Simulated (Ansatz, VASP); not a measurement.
## One calculation of Ge, two programs

Contents of INCAR:

```
AGGAC = 1.0
AGGAX = 1.0
ALDAC = 0.0
ALDAX = 1.0
ALGO = Normal
EDIFF = 1E-6
EDIFFG = -0.01
ENCUT = 600
GGA = B5
IBRION = 2
ISIF = 3
ISMEAR = -1
LASPH = True
LCHARG = False
LREAL = False
LWAVE = False
NELM = 80
NSW = 80
PREC = Accurate
SIGMA = 0.1
```

KPOINTS

```
k-points
0
Gamma
  13 13 13
```

The input POSCAR:

```
Ge
1.0
    0.0000000000      2.1267354152      2.1267354152
    2.1267354152      0.0000000000      2.1267354152
    2.1267354152      2.1267354152      0.0000000000
Ge
1
Direct
    0.0000000000      0.0000000000      0.0000000000
```

Input for Ansatz:

```yaml
crystal:
  lattice:
    - [0.0, 2.1267354152, 2.1267354152]
    - [2.1267354152, 0.0, 2.1267354152]
    - [2.1267354152, 2.1267354152, 0.0]
  atoms:
    - { symbol: Ge, position: [0.0, 0.0, 0.0] }
hamiltonian:
  xc: blyp
  pseudopotentials:
    kind: paw
    azcp:
      Ge: "pseudopotentials/Ge.paw.azcp"
basis:
  ecutwfc: 420
  fft_grid_basis: typed
kpoints:
  mp_grid: { grid: [13, 13, 13], shift: [0, 0, 0] }
magnetization:
  spin_polarized: false
scf:
  occupations: { method: fermi_dirac, width: 0.1 }
relax:
  max_steps: 60
  f_tol: 0.01
  cell: {}
```

The cell was built by a generator and needn't be a form met in nature.

Alike in both runs: task relaxation of cell and atoms; functional BLYP; k mesh 13 × 13 × 13; occupations fermi-dirac, width 0.1 eV; no spin polarisation.

|  | VASP | Ansatz |
| --- | --- | --- |
| version | VASP 6.6.1 | Ansatz 0.2.0 |
| potentials or method | VASP PAW PBE potentials, release 64 (Ge_d) | plane waves (420 eV) with PAW, scalar-relativistic |
| plane-wave cutoff (eV) | 600 | 420 |
| valence electrons in the cell | 14 | 14 |

VASP gave:

| Item | Value |
| --- | --- |
| relaxed volume (Å³/atom) | 21.84 |
| relaxed cell length with the largest relative difference (Å) | 3.137 |
| energy change over the relaxation (meV/atom) | -59 |

Task: Which values does Ansatz return?

Result: Relaxed volume (Å³/atom): 21.83; relaxed cell length with the largest relative difference (Å): 3.137; energy change over the relaxation (meV/atom): -57.

Caveats: the PAW data sets were made with another functional, which shifts forces and pressure a little (VASP).
